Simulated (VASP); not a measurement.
# As (P-1) in VASP: reference runs

How does As come out in PBE? The cell is run as given.

All numbers are computed with VASP 6.6.1; they aren't measurements. Logs are shortened: lines on timing, memory, paths and dates and some standing lists are left out, and cuts for length are marked.

## 1. The undisturbed crystal

The typed cell holds 2 atoms: a = 3.824 Å, b = 3.824 Å, c = 3.824 Å, α = 60.00°, β = 60.00°, γ = 60.00°.

This isn't the form of As at room conditions, which is rhombohedral.

## 2. Single point, PBE (all atoms moved at random, sigma 0.1 Å a component)

The input, INCAR:

```
SYSTEM = As
ALGO     = Normal         ! electronic algorithm
EDIFF    = 1E-7           ! SCF threshold, eV
ENCUT    = 520            ! plane-wave cutoff, eV
GGA      = PE             ! functional
ISIF     = 2              ! what is computed and relaxed
ISMEAR   = -1             ! smearing method
LASPH    = .TRUE.         ! aspherical terms in the spheres
LCHARG   = .TRUE.         ! write CHGCAR
LELF     = .TRUE.         ! ELF
LREAL    = .FALSE.        ! projectors in reciprocal space
LVHAR    = .TRUE.       
LWAVE    = .FALSE.        ! write WAVECAR
NBANDS   = 12             ! bands
NELM     = 80             ! most SCF steps
PREC     = Accurate       ! precision mode
SIGMA    = 0.05           ! smearing width, eV
```

The input, KPOINTS:

```
k-points
0
G
  9 9 9
  0 0 0
```

The input, POSCAR:

```
As
1.0
   -2.7036817400      0.0000000000     -2.7036817400
    0.0000000000     -2.7036817400     -2.7036817400
   -2.7036817400     -2.7036817400      0.0000000000
As
2
Direct
    0.2763515400      0.2271399200      0.2568997100
    0.7236484600      0.7728600800      0.7431002900
```

Potentials or basis: VASP PAW PBE potentials, release 64 (As).

Command:

```bash
> cat potpaw_PBE.64/As/POTCAR > POTCAR
> mpirun -np 1 vasp_std > vasp.out
```

OUTCAR:

```text
SYSTEM = As
   EDIFF = 1E-7
   ENCUT = 520
   GGA = PE
   ISIF = 2
   ISMEAR = -1
   LASPH = .TRUE.
   LREAL = .FALSE.
   NELM = 80
   PREC = Accurate

 ion  position               nearest neighbor table
   1  0.276  0.227  0.257-   2 2.53   2 2.62   2 2.69   2 2.73   2 2.80   2 2.88
   2  0.724  0.773  0.743-   1 2.53   1 2.62   1 2.69   1 2.73   1 2.80   1 2.88

  LATTYP: Found a face centered cubic cell.
 ALAT       =     5.4073634800

  Lattice vectors:

 A1 = (  -2.7036817400,   0.0000000000,  -2.7036817400)
 A2 = (   0.0000000000,  -2.7036817400,  -2.7036817400)
 A3 = (  -2.7036817400,  -2.7036817400,   0.0000000000)

Analysis of symmetry for initial positions (statically):
=====================================================================
 Subroutine PRICEL returns:
 Original cell was already a primitive cell.

 Routine SETGRP: Setting up the symmetry group for a
 face centered cubic supercell.

 Subroutine GETGRP returns: Found  2 space group operations
 (whereof  2 operations were pure point group operations)
 out of a pool of 48 trial point group operations.

The static configuration has the point symmetry S_2 .

Analysis of symmetry for dynamics (positions and initial velocities):
=====================================================================
 Subroutine PRICEL returns:
 Original cell was already a primitive cell.

 Routine SETGRP: Setting up the symmetry group for a
 face centered cubic supercell.

 Subroutine GETGRP returns: Found  2 space group operations
 (whereof  2 operations were pure point group operations)
 out of a pool of 48 trial point group operations.

The dynamic configuration has the point symmetry S_2 .

 Subroutine INISYM returns: Found  2 space group operations
 (whereof  2 operations are pure point group operations),
 and found     1 'primitive' translations

----------------------------------------------------------------------------------------

                                     Primitive cell

  volume of cell :      39.5273

  direct lattice vectors                    reciprocal lattice vectors
    -2.703681740  0.000000000 -2.703681740    -0.184933009  0.184933009 -0.184933009
     0.000000000 -2.703681740 -2.703681740     0.184933009 -0.184933009 -0.184933009
    -2.703681740 -2.703681740  0.000000000    -0.184933009 -0.184933009  0.184933009

  length of vectors
     3.823583385  3.823583385  3.823583385     0.320313368  0.320313368  0.320313368

  position of ions in fractional coordinates (direct lattice)
     0.276351540  0.227139920  0.256899710
     0.723648460  0.772860080  0.743100290

  ion indices of the primitive-cell ions
   primitive index   ion index
                 1           1
                 2           2

----------------------------------------------------------------------------------------

 KPOINTS: k-points

Automatic generation of k-mesh.
 Grid dimensions read from file:
 generate k-points for:    9    9    9

 Generating k-lattice:

  Cartesian coordinates                     Fractional coordinates (reciprocal lattice)
    -0.020548112  0.020548112 -0.020548112     0.111111111  0.000000000  0.000000000
     0.020548112 -0.020548112 -0.020548112     0.000000000  0.111111111  0.000000000
    -0.020548112 -0.020548112  0.020548112     0.000000000  0.000000000  0.111111111

  Length of vectors
     0.035590374  0.035590374  0.035590374

  Shift w.r.t. Gamma in fractional coordinates (k-lattice)
     0.000000000  0.000000000  0.000000000

 Subroutine IBZKPT returns following result:
 ===========================================

 Found    365 irreducible k-points:

 Following reciprocal coordinates:
            Coordinates               Weight
  0.000000  0.000000  0.000000      1.000000
  0.111111  0.000000  0.000000      2.000000
  0.000000  0.111111  0.000000      2.000000
  0.000000  0.000000  0.111111      2.000000
  0.111111  0.111111  0.111111      2.000000
  0.222222  0.000000  0.000000      2.000000
[... 16 lines left out ...]
  0.111111  0.000000  0.222222      2.000000
  0.111111  0.111111 -0.111111      2.000000
 [... further k-points ...]
   k-points           NKPTS =    365   k-points in BZ     NKDIM =    365   number of bands    NBANDS=     12
   number of dos      NEDOS =    301   number of ions     NIONS =      2
   total plane-waves  NPLWV =  21952
   dimension x,y,z NGX =    28 NGY =   28 NGZ =   28
   dimension x,y,z NGXF=    56 NGYF=   56 NGZF=   56
   ions per type =               2
   NGX,Y,Z   is equivalent  to a cutoff of  12.17, 12.17, 12.17 a.u.
   NGXF,Y,Z  is equivalent  to a cutoff of  24.35, 24.35, 24.35 a.u.
 SYSTEM =  As
   PREC   = accura    normal or accurate (medium, high low for compatibility)
   ISTART =      0    job   : 0-new  1-cont  2-samecut
   ICHARG =      2    charge: 1-file 2-atom 10-const
   ISPIN  =      1    spin polarized calculation?
   LNONCOLLINEAR =      F non collinear calculations
   LSORBIT =      F    spin-orbit coupling
   LASPH  =      T    aspherical Exc in radial PAW
   ENCUT  =  520.0 eV  38.22 Ry    6.18 a.u.   7.11  7.11  7.11*2*pi/ulx,y,z
   NELM   =     80;   NELMIN=  2; NELMDL= -5     # of ELM steps
   EDIFF  = 0.1E-06   stopping-criterion for ELM
   LREAL  =      F    real-space projection
   EDIFFG = 0.1E-05   stopping-criterion for IOM
   NSW    =      0    number of steps for IOM
   IBRION =     -1    ionic relax: 0-MD 1-quasi-New 2-CG
   NFREE  =      0    steps in history (QN), initial steepest desc. (CG)
   ISIF   =      2    stress and relaxation
   ISYM   =      2    0-nonsym 1-usesym 2-fastsym
   POTIM  = 0.5000    time-step for ionic-motion
   TEBEG  =    0.0;   TEEND  =   0.0 temperature during run
   PSTRESS=    0.0 pullay stress
   NELECT =      10.0000    total number of electrons
   NUPDOWN=      -1.0000    fix difference up-down
   EMIN   =  10.00;   EMAX   =-10.00  energy-range for DOS
   EFERMI =   0.00;   METHOD = LEGACY
   ISMEAR =    -1;   SIGMA  =   0.05  broadening in eV -4-tet -1-fermi 0-gaus
   EFERMI_NEDOS =   21; number of points for ismear=-14 and -15
   IALGO  =     38    algorithm
   IMIX   =      4    mixing-type and parameters
     AMIX     =   0.40;   BMIX     =  1.00
     AMIX_MAG =   1.60;   BMIX_MAG =  1.00
  volume/ion in A,a.u.               =      19.76       133.37
  Fermi-wavevector in a.u.,A,eV,Ry     =   1.035403  1.956627 14.586243  1.072059
  Thomas-Fermi vector in A             =   2.169744
   LORBIT       =      0    0 simple, 1 ext, 2 COOP (PROOUT), +10 PAW based schemes
   GGA     = PE    functional components
   LHFCALC =     F    Hartree Fock is set to
   AEXX    =    0.0000 exact exchange contribution
   IVDW    =     0    specifies the selected vdW correction
   LEPSILON=     F    determine dielectric tensor
   LRPA    =     F    only Hartree local field effects (RPA)
 non-spin polarized calculation
  energy-cutoff  :      520.00
  volume of cell :       39.53
 maximum number of plane-waves:      1075
   NGX = 15   NGY = 15   NGZ = 15

 number of electron      10.0000000 magnetization

 Free energy of the ion-electron system (eV)
  ---------------------------------------------------
  ext. energy  EPLUGINS =         0.00000000
  ---------------------------------------------------
  free energy    TOTEN  =        -9.18534886 eV

  energy without entropy =       -9.18132099  energy(sigma->0) =       -9.18333492

 E-fermi :   6.0949     XC(G=0): -10.4173

 val. band max:        6.0874193853   @ k =   0.0000   0.2222   0.1111
 cond. band min:       6.1020141894   @ k =  -0.2222   0.1111   0.0000
 fundamental gap:      0.0145948040
 Fermi energy:         6.0949012953

 k-point     1 :       0.0000    0.0000    0.0000
  band No.  band energies     occupation
      1      -9.0884      2.00000
      2       1.0805      2.00000
      3       3.9274      2.00000
      4       4.1800      2.00000
      5       4.2193      2.00000
      6       9.5776      0.00000
      7       9.6396      0.00000
      8      10.2216      0.00000
      9      11.8970      0.00000
     10      12.3272      0.00000
     11      12.4018      0.00000
     12      14.4898      0.00000

 k-point     2 :       0.1111    0.0000    0.0000
  band No.  band energies     occupation
      1      -8.9205      2.00000
      2       0.2418      2.00000
      3       3.9503      2.00000
      4       4.1984      2.00000
      5       4.6410      2.00000
      6       9.0585      0.00000
      7       9.2460      0.00000
      8       9.4885      0.00000
      9      12.1124      0.00000
     10      12.2602      0.00000
     11      12.4458      0.00000
     12      15.6283      0.00000

 k-point     3 :       0.0000    0.1111    0.0000
  band No.  band energies     occupation
      1      -8.9197      2.00000
      2       0.2316      2.00000
      3       3.9540      2.00000
      4       4.2275      2.00000
      5       4.6155      2.00000
      6       9.0411      0.00000
      7       9.2804      0.00000
      8       9.5106      0.00000
      9      12.0472      0.00000
     10      12.2436      0.00000
     11      12.4762      0.00000
     12      15.6376      0.00000
[... 286 lines left out ...]
 k-point    23 :       0.1111    0.0000    0.2222
  band No.  band energies     occupation
      1      -8.4640      2.00000
      2      -1.0781      2.00000
      3       3.4269      2.00000
      4       3.6556      2.00000
      5       5.6106      1.99988
      6       7.1479      0.00000
      7       9.5875      0.00000
      8       9.7863      0.00000
      9      11.0335      0.00000
     10      13.7175      0.00000
     11      13.8896      0.00000
     12      16.1007      0.00000

 k-point    24 :       0.1111    0.1111   -0.1111
  band No.  band energies     occupation
      1      -8.4731      2.00000
      2      -0.9992      2.00000
      3       3.3369      2.00000
      4       3.5408      2.00000
      5       6.1155      0.79732
      6       6.6577      0.00003
      7       9.3682      0.00000
      8      10.0193      0.00000
      9      11.2037      0.00000
     10      13.6722      0.00000
     11      13.8811      0.00000
     12      16.0986      0.00000

 [... further k-points ...]

------------------------ aborting loop because EDIFF is reached ----------------------------------------

  FORCE on cell =-STRESS in cart. coord.  units (eV):
  Direction    XX          YY          ZZ          XY          YZ          ZX
  --------------------------------------------------------------------------------------
  -------------------------------------------------------------------------------------
  Total        1.2681258      1.1019827      1.0336867     -0.3020638     -0.0444697      0.0681552
  in kB       51.4015504     44.6671940     41.8989195    -12.2436968     -1.8025135      2.7625692
  external PRESSURE =      45.9892213 kB  Pullay stress =       0.0000000 kB

 VOLUME and BASIS-vectors are now :
 -----------------------------------------------------------------------------
  energy-cutoff  :      520.00
  volume of cell :       39.53
      direct lattice vectors                 reciprocal lattice vectors
    -2.703681740  0.000000000 -2.703681740    -0.184933009  0.184933009 -0.184933009
     0.000000000 -2.703681740 -2.703681740     0.184933009 -0.184933009 -0.184933009
    -2.703681740 -2.703681740  0.000000000    -0.184933009 -0.184933009  0.184933009

 POSITION                                       TOTAL-FORCE (eV/Angst)
 -----------------------------------------------------------------------------------
     -1.44174     -1.30869     -1.36128        -0.324506      0.267814     -0.066002
     -3.96562     -4.09867     -4.04608         0.324506     -0.267814      0.066002
 -----------------------------------------------------------------------------------
    total drift:                               -0.000000     -0.000000      0.000000

  FREE ENERGIE OF THE ION-ELECTRON SYSTEM (eV)
  ---------------------------------------------------
  free  energy   TOTEN  =        -9.1853488600 eV

  energy  without entropy=       -9.1813209888  energy(sigma->0) =       -9.18333492
```

Wall time 73 s (1 thread of AMD EPYC 9R45 (Zen 5), shared host); peak memory 0.24 GiB.

What came out:

```yaml
Free_energy: -9.1853 eV
Pressure: 4.6 GPa
Largest_force: 0.426 eV/Å
Band_gap_on_the_k_mesh: none (metal or under the smearing width)
```

Forces on the atoms (eV/Å):
```
As  -0.325  0.268 -0.066
As   0.325 -0.268  0.066
```
